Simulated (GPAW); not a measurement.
Write an ASE script for GPAW 26.7.0 that does the following.

```
Task                : optical spectrum
Functional          : GLLB-SC
Potentials or basis : the program's PAW data sets (release 1.2.1) made for this functional
Cutoff              : 600 eV
Basis               : pw
k mesh              : 10 × 10 × 10
Occupations         : fermi-dirac, width 0.001 eV
Spin                : no spin polarisation
Kernel              : Bootstrap
Eta                 : 0.1 eV
Response ecut       : 40 eV
Scissors            : 0 eV
Maxiter             : 150
Response k mesh     : 30 × 30 × 30
Domega0             : 0.05 eV
Omega2              : 10 eV
Response bands      : 28
Directions          : ["x"]
Intraband           : no
```

The structure of C lies in POSCAR:

```
C
1.0
    0.0000000000      1.7833700000      1.7833700000
    1.7833700000      0.0000000000      1.7833700000
    1.7833700000      1.7833700000      0.0000000000
C
2
Direct
    0.7500000000      0.7500000000      0.7500000000
    0.5000000000      0.5000000000      0.5000000000
```

This isn't the form of C at room conditions, which is graphite.

One way to write it, as run:

run.py

```python
from ase.dft.bandgap import bandgap
from ase.io import read, write
from gpaw import GPAW, PW
from gpaw.response.df import DielectricFunction

atoms = read('POSCAR')

calc = GPAW(mode=PW(600),
            xc='GLLBSC',
            kpts={'size': (10, 10, 10), 'gamma': True},
            occupations={'name': 'fermi-dirac', 'width': 0.001},
            nbands=11,
            convergence={'density': 1e-06},
            maxiter=150,
            txt='gpaw.txt')
atoms.calc = calc
energy = atoms.get_potential_energy()
calc.write('gs.gpw')
write('result.traj', atoms)
print('Fermi level:', round(calc.get_fermi_level(), 4), 'eV')
print(f'Gap: {bandgap(calc)[0]:.4f} eV, direct: {bandgap(calc, direct=True)[0]:.4f} eV')

dense = calc.fixed_density(kpts={'size': (30, 30, 30), 'gamma': True},
                           nbands=34, convergence={'bands': 28},
                           update_fermi_level=True, txt='dense.txt')
dense.write('dense.gpw', mode='all')

df = DielectricFunction('dense.gpw', frequencies={'type': 'nonlinear', 'domega0': 0.05, 'omega2': 10},
                        eta=0.1, ecut=40, nbands=28, intraband=False, txt='df.txt')
for direction in ['x']:
    df.get_dielectric_function(xc='Bootstrap', direction=direction, filename=f'df_{direction}.csv')
    e0, e = df.get_macroscopic_dielectric_constant(xc='Bootstrap', direction=direction)
    print(f'{direction}: static eps {e0:.4f} without, {e:.4f} with local fields')
```

Potentials or basis: the program's PAW data sets (release 1.2.1) made for this functional, pw.

Run with:

```sh
$ OMP_NUM_THREADS=1 python run.py
```

Results of the run:

| Quantity | Value |
| --- | --- |
| Band gap on the k mesh, Kohn-Sham part alone | 4.20 eV, indirect (least direct gap 5.78 eV) |

Caveat: a model potential gives levels but no total energy; the long-wavelength limit can be off by a per cent or two; response on these states lacks terms of the Hamiltonian; independent-particle spectra lack excitons.

Run time: 2.9 min on 1 thread of Arm Neoverse V2 (shared host), peak memory 0.44 GiB.
